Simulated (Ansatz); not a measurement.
# Stack of 1T-HfO2 under 2H-MoS2, upper layer turned by 180° in a perpendicular field, part 3 of 3

Aim: how the stack of 1T-HfO2 under 2H-MoS2, upper layer turned by 180° screens a field along its normal, and what the field does to its bands. A positive field points along +c.

Ansatz 0.2.0; plane-wave DFT, PBE-D4, Ansatz PAW (the session's first sound run).

So far, gap along the path (eV): step 3 (single point, field 0) 1.39; step 5 (field -0.1 V/Å) 1.38; step 6 (field 0.2 V/Å) 1.39; step 7 (field -0.2 V/Å) 1.38; step 8 (field 0.35 V/Å) 1.39.

**9. Response, atoms held**

This step: plane-wave DFT, PBE-D4, Ansatz PAW; response to a field along the normal, atoms held (Ansatz 0.2.0).

The dipoles give the slope, and the difference of two potentials shows where the field is screened.

This step gave:

* equivalent conductor thickness p/(ε₀AE): 8.053 Å
* distance between the outer atoms: 7.919 Å

The dipole of the cell by applied field:

| applied field (V/Å) | dipole of the cell (e·Å) |
| --- | --- |
| -0.200 | -0.0740 |
| -0.100 | -0.0344 |
| 0.000 | 0.00525 |
| 0.100 | 0.0449 |
| 0.200 | 0.0845 |
| 0.350 | 0.144 |

Local field over the applied field, running mean. From the potentials at -0.1 and 0.1 V/Å; running mean over 2.5 Å. Local field over applied field against z:

| z (Å) | local field over applied field |
| --- | --- |
| 4.5 | 1.000 |
| 5.0 | 0.999 |
| 5.5 | 0.998 |
| 6.0 | 0.991 |
| 6.5 | 0.972 |
| 7.0 | 0.917 |
| 7.5 | 0.807 |
| 8.0 | 0.660 |
| 8.5 | 0.496 |
| 9.0 | 0.341 |
| 9.5 | 0.225 |
| 10.0 | 0.188 |
| 10.5 | 0.218 |
| 11.0 | 0.304 |
| 11.5 | 0.392 |
| 12.0 | 0.432 |
| 12.5 | 0.414 |
| 13.0 | 0.346 |
| 13.5 | 0.234 |
| 14.0 | 0.131 |
| 14.5 | 0.0724 |
| 15.0 | 0.0467 |
| 15.5 | 0.0404 |
| 16.0 | 0.0586 |
| 16.5 | 0.101 |
| 17.0 | 0.197 |
| 17.5 | 0.349 |
| 18.0 | 0.526 |
| 18.5 | 0.697 |
| 19.0 | 0.844 |
| 19.5 | 0.935 |
| 20.0 | 0.976 |
| 20.5 | 0.992 |
| 21.0 | 0.997 |
| 21.5 | 0.999 |

Electrons, planar mean, per unit field. Table of induced electron density by z:

| z (Å) | induced electron density (e/Å³ per V/Å) |
| --- | --- |
| 4.5 | 5.4e-7 |
| 5.0 | 2.1e-6 |
| 5.5 | 8.3e-6 |
| 6.0 | 3.2e-5 |
| 6.5 | 1.1e-4 |
| 7.0 | 3.8e-4 |
| 7.5 | 0.00114 |
| 8.0 | 0.00277 |
| 8.5 | 0.00329 |
| 9.0 | 0.00127 |
| 9.5 | 6.3e-4 |
| 10.0 | 3.1e-6 |
| 10.5 | -7.1e-4 |
| 11.0 | -0.00110 |
| 11.5 | -0.00256 |
| 12.0 | -0.00114 |
| 12.5 | 0.00157 |
| 13.0 | 0.00289 |
| 13.5 | 0.00123 |
| 14.0 | 9.7e-4 |
| 14.5 | -9.6e-5 |
| 15.0 | -3.0e-4 |
| 15.5 | 8.0e-5 |
| 16.0 | 4.5e-4 |
| 16.5 | -6.4e-4 |
| 17.0 | -9.1e-4 |
| 17.5 | -0.00248 |
| 18.0 | -0.00353 |
| 18.5 | -0.00204 |
| 19.0 | -8.4e-4 |
| 19.5 | -3.1e-4 |
| 20.0 | -1.1e-4 |
| 20.5 | -3.6e-5 |
| 21.0 | -1.1e-5 |
| 21.5 | -3.6e-6 |

The smaller of the gaps on the path and on the k-mesh, counted as 0 under 0.03 eV. Table of gap by applied field:

| applied field (V/Å) | gap (eV) |
| --- | --- |
| -0.200 | 1.38 |
| -0.100 | 1.38 |
| 0.000 | 1.39 |
| 0.100 | 1.39 |
| 0.200 | 1.39 |
| 0.350 | 1.39 |

By hand: between -0.1 and 0.1 V/Å the dipole changes by 0.07925 e·Å, a slope of 0.3962 e·Å²/V. A perfect conductor of thickness t has p = ε₀AEt, so t = 180.95 × 0.3962 / 8.904 = 8.05 Å (e/ε₀ = 180.95 V·Å, A in Å²).

The induced dipole is that of a conductor 8.05 Å thick.

**10. With spin-orbit coupling, k-mesh 12×12×1**

This step: plane-wave DFT, PBE, fully relativistic PAW with spin-orbit coupling (Ansatz 0.2.0).

Heavy atoms split their bands by spin-orbit coupling, so this run uses fully relativistic files and two-component states.

The input, input.yaml:

```yaml
crystal:
  lattice:
    - [3.2064426997, 0.0, 0.0]
    - [-1.6032213499, 2.7768608338, 0.0]
    - [0.0, 0.0, 25.9192405743]
  atoms:
    - { symbol: O, position: [0.6666666667, 0.3333333333, 0.3472323957] }
    - { symbol: Hf, position: [0.0, 0.0, 0.3853655831] }
    - { symbol: O, position: [0.3333333333, 0.6666666667, 0.4232521913] }
    - { symbol: S, position: [0.0, 0.0, 0.5333981598] }
    - { symbol: Mo, position: [0.3333333333, 0.6666666667, 0.5930161186] }
    - { symbol: S, position: [0.0, 0.0, 0.6527676043] }
kpoints:
  mp_grid: { grid: [12, 12, 1] }
  band_path:
    path: [[0, 0, 0], [0.5, 0, 0], [0.33333333, 0.33333333, 0], [0, 0, 0]]
    npoints: 16
hamiltonian:
  xc: pbe
  pseudopotentials: { kind: paw_fr }
magnetization:
  noncollinear: true
  spin_orbit: true
scf:
  occupations: { method: fermi_dirac, width: 0.05 }
  convergence: { dr2_threshold: 1.0e-09 }
efield:
  axis: 3
  dipole_correction: true
  ramp_position: 0.97
  ramp_width: 0.06
  amplitude: 0
output:
  write_potential: true
  write_density: true
  volumetric_format: npy
```

The run is started by

```console
> ansatz run input.yaml --threads 4 --pin off --max-ram 6144MiB --backend cpu --events-out ev --progress --plain --runs-dir out
```

Numbers of over 12 decimals in the logs are rounded to 6 here.

The log of the run:

```text
[...]
non-collinear run that drives no moment, with spin-orbit: no starting moment large enough to seed its density (crystal.atoms[].spin), no starting occupations that ask for one, no magnetisation constraint and no magnetic field, so the semilocal B_xc is pinned to zero
Crystal: 6 atoms, lattice volume = 230.781 Å³
Basis set: ecut = 420 eV, 4575 PW (Γ)
Bands: 78, of which v1, the nominal top of the filled ones, is band 64 counted from 1 (63 counted from 0)
Symmetry: 6 space group operations + 6 with time reversal
[...]
k-points: 19 of 144 (time reversal used)
Projection manifold: j_resolved (fully-relativistic pseudo-atomic orbitals)
[...]
SCF iter   1: F=—  HF=-23649.045823 eV  |F-HF|=—  |Δ(HF+E_count)|=         —  Δρ=8.73e-2  dr2=2.12e1  dr2_m=0.00e0 (ungated)  ethr=3.10e-3  |M|=0.00e0 ∫|m|=0.00e0 μB  |m|>n=0.0e0 m-floor=0.0e0 τ_xc=0.0e0  β_m=0.30  p=-0.000 e·Å  D=-8.05e-9 V/Å  ΔV_dip=0.00 eV  dr2_dipole=6.57e-3  V_vac-E_F(+/−)=5.42/5.42 eV  ⟨swp⟩=9.2  Hψ=7821  notcnv=0  defer=2
[...]
spin=Noncollinear: Resta preconditioning applied to the charge; magnetization (m_x, m_y, m_z) channels mix plain (no charge-response kernel on spin).
SCF iter   2: F=—  HF=-23644.174719 eV  |F-HF|=—  |Δ(HF+E_count)|=    4.87e0  Δρ=2.94e-2  dr2=2.41e0  dr2_m=0.00e0 (ungated)  ethr=3.10e-3  |M|=0.00e0 ∫|m|=0.00e0 μB  |m|>n=0.0e0 m-floor=0.0e0 τ_xc=0.0e0  β_m=0.35  p=0.009 e·Å  D=6.69e-3 V/Å  ΔV_dip=-0.17 eV  dr2_dipole=4.63e-4  V_vac-E_F(+/−)=6.08/6.25 eV  ⟨swp⟩=3.0  Hψ=3529  notcnv=0  defer=120
[...]
SCF iter  15: F=-23643.549672 eV  HF=-23643.549672 eV  |F-HF|=2.44e-10  |Δ(HF+E_count)|=   3.81e-9  Δρ=4.90e-7  dr2=5.21e-10  dr2_m=0.00e0 (ungated)  ethr=1.56e-12  |M|=0.00e0 ∫|m|=0.00e0 μB  |m|>n=0.0e0 m-floor=0.0e0 τ_xc=0.0e0  p=0.005 e·Å  D=4.12e-3 V/Å  ΔV_dip=-0.11 eV  dr2_dipole=5.52e-12  V_vac-E_F(+/−)=5.11/5.22 eV  ⟨swp⟩=12.1  Hψ=6742  notcnv=0
SCF 1 converged in 15 iterations: F = -23643.549672 eV  dr2 = 5.21e-10
[...]
SCF converged after 15 iterations
Magnetization: |M| = 0.0000 μB,  M = (+0.0000, +0.0000, +0.0000) μB
Absolute magnetization: 0.0000 μB (∫|m|)
  site 0: m = (+0.0000, +0.0000, +0.0000) μB, |m| = 0.0000 μB  (R = 0.87 Å)
  site 1: m = (+0.0000, +0.0000, +0.0000) μB, |m| = 0.0000 μB  (R = 0.86 Å)
  site 2: m = (+0.0000, +0.0000, +0.0000) μB, |m| = 0.0000 μB  (R = 0.86 Å)
  site 3: m = (+0.0000, +0.0000, +0.0000) μB, |m| = 0.0000 μB  (R = 0.99 Å)
  site 4: m = (+0.0000, +0.0000, +0.0000) μB, |m| = 0.0000 μB  (R = 0.99 Å)
  site 5: m = (+0.0000, +0.0000, +0.0000) μB, |m| = 0.0000 μB  (R = 1.00 Å)
Free energy (F): -23643.549672 eV
[...]
Internal energy: -23643.549672 eV  (E = F + TS)
E sigma→0 (E₀):  -23643.549672 eV
Entropy (-TS):   -0.000000 eV (-0.000 meV/atom)
Fermi energy:    1.842074 eV
Dipole field:    D = 0.004112 V/Å  (p = 0.005244 e·Å, saw-weighted, corrected)
Work function:   Φ+ = 5.1128 eV   Φ− = 5.2194 eV
[...]
--- Band table (eV; the first three rows and the last of 19) ---
  k-point 0: bands = [... 60 lower, -0.4684, -0.4684, 1.1470, 1.1470, 3.6448, 3.6448, 3.7243, 3.7243, ... 10 higher]
  k-point 1: bands = [... 60 lower, -0.0970, -0.0896, 1.0726, 1.0756, 3.5553, 3.5577, 3.7271, 3.7296, ... 10 higher]
  k-point 2: bands = [... 60 lower, 0.0003, 0.0029, 0.7836, 0.7858, 3.3305, 3.3492, 3.5263, 3.5458, ... 10 higher]
  k-point 18: bands = [... 60 lower, -1.0644, -1.0426, 0.8662, 1.0169, 2.5258, 2.5290, 4.0904, 4.0998, ... 10 higher]
```

Wall time 1.7 min (4 threads of Arm Neoverse V1, shared host); peak memory 2 GiB; 6.7 min of CPU time.

This step gave:

```
dipole along the normal            : 0.005244 e·Å
gap along the path                 : 1.379 eV
smallest direct gap along the path : 1.509 eV
step between the vacuum levels     : -0.1065 eV
ionisation energy, upper face      : 5.808 eV
electron affinity, upper face      : 4.429 eV
ionisation energy, lower face      : 5.914 eV
gap, the smaller of path and mesh  : 1.379 eV
```

Electronic bands along the path, in eV, zero at the Fermi level of the run, which the smearing sets inside the gap:

| point | band 61 | band 62 | band 63 | band 64 | band 65 | band 66 | band 67 | band 68 |
| --- | --- | --- | --- | --- | --- | --- | --- | --- |
| Γ | -2.31 | -2.31 | -0.70 | -0.70 | 1.80 | 1.80 | 1.88 | 1.88 |
| halfway | -2.08 | -2.08 | -1.53 | -1.52 | 1.37 | 1.38 | 1.48 | 1.48 |
| M | -1.93 | -1.93 | -1.47 | -1.47 | 1.28 | 1.28 | 1.81 | 1.81 |
| halfway | -2.64 | -2.64 | -1.27 | -1.15 | 1.15 | 1.20 | 1.99 | 2.12 |
| K | -2.91 | -2.88 | -0.98 | -0.83 | 0.68 | 0.69 | 2.25 | 2.26 |
| halfway | -1.88 | -1.85 | -1.66 | -1.60 | 1.09 | 1.17 | 1.58 | 1.61 |
| Γ | -2.31 | -2.31 | -0.70 | -0.70 | 1.80 | 1.80 | 1.88 | 1.88 |

The gap is 1.38 eV, with the valence edge 5.81 eV and the conduction edge 4.43 eV under the upper vacuum level.

**11. With spin-orbit coupling, k-mesh 12×12×1, field 0.3 V/Å**

The same in a field along the normal.

Edit input.yaml of step 10 so:

```diff
@@ -14,5 +14,3 @@
   mp_grid: { grid: [12, 12, 1] }
-  band_path:
-    path: [[0, 0, 0], [0.5, 0, 0], [0.33333333, 0.33333333, 0], [0, 0, 0]]
-    npoints: 16
+  band_path: { path: [[0, 0, 0], [0.12, 0, 0]], npoints: 24 }
 hamiltonian:
@@ -31,3 +29,3 @@
   ramp_width: 0.06
-  amplitude: 0
+  amplitude: 0.3
 output:
```

The log of the run:

```text
[...]
Crystal: 6 atoms, lattice volume = 230.781 Å³
Basis set: ecut = 420 eV, 4575 PW (Γ)
Bands: 78, of which v1, the nominal top of the filled ones, is band 64 counted from 1 (63 counted from 0)
Symmetry: 6 space group operations + 6 with time reversal
[...]
k-points: 19 of 144 (time reversal used)
[...]
k-point 0: bands = [... 60 lower, -0.2712, -0.2712, 1.3731, 1.3731, 3.8738, 3.8738, 3.9515, 3.9515, ... 10 higher]
  k-point 1: bands = [... 60 lower, 0.1265, 0.1294, 1.3007, 1.3008, 3.7856, 3.7902, 3.9564, 3.9607, ... 10 higher]
  k-point 2: bands = [... 60 lower, 0.2249, 0.2259, 1.0135, 1.0145, 3.5738, 3.5758, 3.7643, 3.7643, ... 10 higher]
  k-point 18: bands = [... 60 lower, -0.8571, -0.8340, 1.0985, 1.2492, 2.7578, 2.7611, 4.0723, 4.0879, ... 10 higher]
[key lines of the parts left out:]
SCF converged after 15 iterations
Magnetization: |M| = 0.0000 μB,  M = (+0.0000, +0.0000, +0.0000) μB
Free energy (F): -23643.569074 eV
Fermi energy:    2.071424 eV
Dipole field:    D = 0.097322 V/Å  (p = 0.124123 e·Å, saw-weighted, corrected)
```

Wall time 81 s (4 threads); peak memory 2 GiB; 5.3 min of CPU time.

Numbers from this step:

```yaml
dipole_along_the_normal: 0.1241 e·Å
gap_along_the_path: 2.347 eV
smallest_direct_gap_along_the_path: 2.485 eV
gap_the_smaller_of_path_and_mesh: 1.385 eV
```

The dipole is 0.124 e·Å, and the gap 1.385 eV.

**12. Spin splitting near the zone centre**

This step: plane-wave DFT, PBE, fully relativistic PAW with spin-orbit coupling; spin splitting near the zone centre (Ansatz 0.2.0).

Levels that meet at the zone centre are followed outwards; a split that grows in proportion to k gives the Rashba parameter as ΔE/2k.

This step gave:

| Property | Result |
| --- | --- |
| largest split over 2k that stays linear in k | 0.03683 eV Å |

Groups of levels that meet at the zone centre and whose split, tested at two k, grows in proportion to k or stays under 1 meV; groups that fail this test are left out. Spin splitting, by row:

| level at the first point (eV from the Fermi level) | states | split at k = 0.034 1/A (eV) | split over 2k (eV Å) |
| --- | --- | --- | --- |
| -0.6983 | 2 | 1.00e-4 | 0 |
| 1.88 | 2 | 1.00e-4 | 0 |
| 2.049 | 2 | 0.0025 | 0.03683 |
| 2.076 | 2 | 2.00e-4 | 0 |
| 2.158 | 2 | 0.0024 | 0.03536 |
| 2.162 | 2 | 2.00e-4 | 0 |

**13. The same run with other settings**

This step: plane-wave DFT, PBE-D4, Ansatz PAW (Ansatz 0.2.0).

A run with a changed input: it repeats the earlier run at 0.1 V/Å with efield.dipole_correction from true to false.

input.yaml, the sections that differ from step 11:

```yaml
kpoints:
  mp_grid: { grid: [18, 18, 1] }
  band_path:
    path: [[0, 0, 0], [0.5, 0, 0], [0.33333333, 0.33333333, 0], [0, 0, 0]]
    npoints: 16
hamiltonian:
  xc: pbe
  dispersion: d4
scf:
  occupations: { method: fermi_dirac, width: 0.05 }
  convergence: { dr2_threshold: 1.0e-10 }
efield:
  axis: 3
  dipole_correction: false
  ramp_position: 0.97
  ramp_width: 0.06
  amplitude: 0.1
# crystal, output: as in step 11
# magnetization: removed
```

The log of the run:

```text
[...]
Crystal: 6 atoms, lattice volume = 230.781 Å³
Basis set: ecut = 420 eV, 4575 PW (Γ)
Bands: 39, of which v1, the nominal top of the filled ones, is band 32 counted from 1 (31 counted from 0)
Symmetry: 6 space group operations
[...]
k-points: 37 of 324 (time reversal used)
[...]
SCF iter   1: F=—  HF=-23625.236131 eV  |F-HF|=—  |Δ(HF+E_count)|=         —  Δρ=3.11e-3  dr2=6.45e-2  ethr=1.77e-3  p=0.022 e·Å  V_vac-E_F(+/−)=6.20/3.92 eV  ⟨swp⟩=10.1  Hψ=7028  notcnv=0
[...]
SCF iter  13: F=-23625.238755 eV  HF=-23625.238755 eV  |F-HF|=1.46e-11  |Δ(HF+E_count)|=  4.11e-10  Δρ=9.95e-8  dr2=2.18e-11  ethr=1.00e-12  p=0.065 e·Å  V_vac-E_F(+/−)=6.10/3.91 eV  ⟨swp⟩=9.9  Hψ=4557  notcnv=0
SCF 1 converged in 13 iterations: F = -23625.238755 eV  dr2 = 2.18e-11
[...]
SCF converged after 13 iterations
Free energy (F): -23625.238755 eV
[...]
Internal energy: -23625.238755 eV  (E = F + TS)
E sigma→0 (E₀):  -23625.238755 eV
Entropy (-TS):   -0.000000 eV (-0.000 meV/atom)
Fermi energy:    1.967214 eV
Dipole field:    D = 0.051031 V/Å  (p = 0.065083 e·Å, saw-weighted)
Work function:   not extracted (applied field tilts the vacuum); planar V_es + V_field profile in the machine report
[...]
--- Band table (eV; the first three rows and the last of 37) ---
  k-point 0: bands = [... 28 lower, -0.4868, -0.4868, -0.3708, 1.2565, 3.8026, 3.8026, 4.0823, 4.0823, ... 3 higher]
  k-point 1: bands = [... 28 lower, -0.8043, -0.5597, -0.1006, 1.2266, 3.7391, 3.8851, 3.9670, 4.0344, ... 3 higher]
  k-point 2: bands = [... 28 lower, -1.1315, -0.7540, 0.0975, 1.1175, 3.6350, 3.7073, 3.8950, 4.1056, ... 3 higher]
  k-point 36: bands = [... 28 lower, -1.6843, -1.6242, -0.9514, 1.0572, 2.6456, 4.1427, 4.2241, 4.6975, ... 3 higher]
```

Run time: 18 s. Hardware: 4 threads; peak memory 0.75 GiB; 71 s of CPU time.

| quantity | this run | earlier run | difference |
| --- | --- | --- | --- |
| dipole along the normal (e·Å) | 0.06508 | 0.04487 | 0.020 |
| gap along the path (eV) | 1.389 | 1.388 | 0.0011 |
| smallest direct gap along the path (eV) | 1.588 | 1.588 | -2.5e-5 |

With the dipole correction off, the periodic images add a field of their own to the typed one.

What moves beyond 0.01 in its unit (for the dipole 0.5 % and 5e-5 e·Å): dipole along the normal (+0.0202 e·Å).

These numbers are not those of the isolated slab.

**14. Varying the input**

An input spoilt on purpose, to show how the run answers: it repeats the earlier run at 0.1 V/Å with crystal.lattice to [[6.05929846, -0.0, 0.0], [-3.02964923, 5.24750639, -0.0], [0.0, 0.0, 48.98026541]], and scf.max_iter set to 75.

The cell differs from the one that the last finished run ended in (a 3.206 → 6.059 Å, b 3.206 → 6.059 Å, c 25.919 → 48.980 Å).

Edit input.yaml of step 13 so:

```diff
@@ -2,5 +2,5 @@
   lattice:
-    - [3.2064426997, 0.0, 0.0]
-    - [-1.6032213499, 2.7768608338, 0.0]
-    - [0.0, 0.0, 25.9192405743]
+    - [6.05929846, 0.0, 0.0]
+    - [-3.02964923, 5.24750639, 0.0]
+    - [0.0, 0.0, 48.98026541]
   atoms:
@@ -23,5 +23,6 @@
   convergence: { dr2_threshold: 1.0e-10 }
+  max_iter: 75
 efield:
   axis: 3
-  dipole_correction: false
+  dipole_correction: true
   ramp_position: 0.97
```

The log of the run:

```text
[...]
Crystal: 6 atoms, lattice volume = 1557.387 Å³
Basis set: ecut = 420 eV, 30445 PW (Γ)
Bands: 39, of which v1, the nominal top of the filled ones, is band 32 counted from 1 (31 counted from 0)
Symmetry: 6 space group operations
[...]
k-points: 37 of 324 (time reversal used)
[...]
SCF iter   1: F=—  HF=-23587.194130 eV  |F-HF|=—  |Δ(HF+E_count)|=         —  Δρ=4.67e-2  dr2=2.03e2  ethr=1.77e-3  p=0.006 e·Å  D=7.27e-4 V/Å  ΔV_dip=-0.04 eV  dr2_dipole=3.57e1  V_vac-E_F(+/−)=8.88/5.16 eV  ⟨swp⟩=12.3  Hψ=13064  notcnv=0
[...]
automatic band count: the SCF goes on with 46 bands, as 39 were too few: the levels above may hold too much charge
[...]
SCF iter   2: F=—  HF=-23594.509871 eV  |F-HF|=—  |Δ(HF+E_count)|=    7.32e0  Δρ=4.36e-2  dr2=9.16e1  ethr=1.77e-3  p=0.994 e·Å  D=1.15e-1 V/Å  ΔV_dip=-5.66 eV  dr2_dipole=1.16e1  V_vac-E_F(+/−)=4.19/6.10 eV  ⟨swp⟩=11.2  Hψ=6403  notcnv=0  defer=26
[...]
SCF iter  32: F=-23584.968999 eV  HF=-23584.968999 eV  |F-HF|=1.31e-10  |Δ(HF+E_count)|=  6.95e-10  Δρ=3.24e-8  dr2=6.25e-11  ethr=1.00e-12  p=0.304 e·Å  D=3.53e-2 V/Å  ΔV_dip=-1.73 eV  dr2_dipole=5.00e-12  V_vac-E_F(+/−)=8.22/6.19 eV  ⟨swp⟩=3.4  Hψ=3008  notcnv=0
SCF 1 converged in 32 iterations: F = -23584.968999 eV  dr2 = 6.25e-11
[...]
SCF converged after 32 iterations
Free energy (F): -23584.968999 eV
[...]
Internal energy: -23584.625686 eV  (E = F + TS)
E sigma→0 (E₀):  -23584.797342 eV
Entropy (-TS):   -0.343313 eV (-57.219 meV/atom)
Fermi energy:    -5.466281 eV
Dipole field:    D = 0.035345 V/Å  (p = 0.304203 e·Å, saw-weighted, corrected)
Work function:   not extracted (applied field tilts the vacuum); planar V_es + V_field profile in the machine report
[...]
--- Band table (eV; the first three rows and the last of 37) ---
  k-point 0: bands = [... 28 lower, -5.6185, -5.5863, -5.5386, -5.5007, -5.4853, -5.3696, -5.3696, -5.3373, ... 10 higher]
  k-point 1: bands = [... 28 lower, -5.6210, -5.5807, -5.5394, -5.4902, -5.4867, -5.3709, -5.3702, -5.3376, ... 10 higher]
  k-point 2: bands = [... 28 lower, -5.6282, -5.5739, -5.5422, -5.4918, -5.4634, -5.3750, -5.3720, -5.3378, ... 10 higher]
  k-point 36: bands = [... 28 lower, -5.6712, -5.6166, -5.6071, -5.4931, -5.4571, -5.3702, -5.3070, -5.2843, ... 10 higher]
```

Wall time 3.9 min (4 threads); peak memory 4 GiB.

| quantity | this run | earlier run | difference |
| --- | --- | --- | --- |
| dipole along the normal (e·Å) | 0.3042 | 0.04487 | 0.26 |

It moves by +0.259 e·Å.

The fault (a lattice typed in bohr) shows in the results, which are not taken further.

**15. Summary of results**

```yaml
gap_without_field: 1.39 eV
ionisation_energy_upper_face: 5.81 eV
electron_affinity_upper_face: 4.43 eV
step_between_the_vacuum_levels: -0.107 eV
equivalent_conductor_thickness_atoms_held: 8.05 Å
largest_split_over_2k_that_stays_linear_in_k_at_0p3_v_a: 0.0368 eV Å
```

What this shows: The induced dipole equals that of a perfect conductor 8.05 Å thick, while the outer atoms lie 7.92 Å apart; an out-of-plane ε follows only once a thickness t is chosen, by 1 − 1/ε = 8.05 Å / t. The two faces differ: the vacuum level above lies 0.11 eV lower than the one below. The gap stays within 0.01 eV of 1.39 eV over the fields run, up to 0.35 V/Å in size. Semilocal functionals give gaps that are too small, and excitons are not included. The field series itself is without spin-orbit coupling.

[Logs are printed without paths, hosts, clocks, repeated set-up lines and the standing remarks that a program may print on its own settings, such as how far it seeks lower states.]

[Hosts, paths, dates, database ids (printed as entryN), source tags and the programs' standing remarks are cut or masked in the printed files.]

[Maps of the electrostatic potential energy from Ansatz leave out the sawtooth potential of an applied field or a dipole correction, so their vacuum need not be flat; planar profiles and work functions include it.]
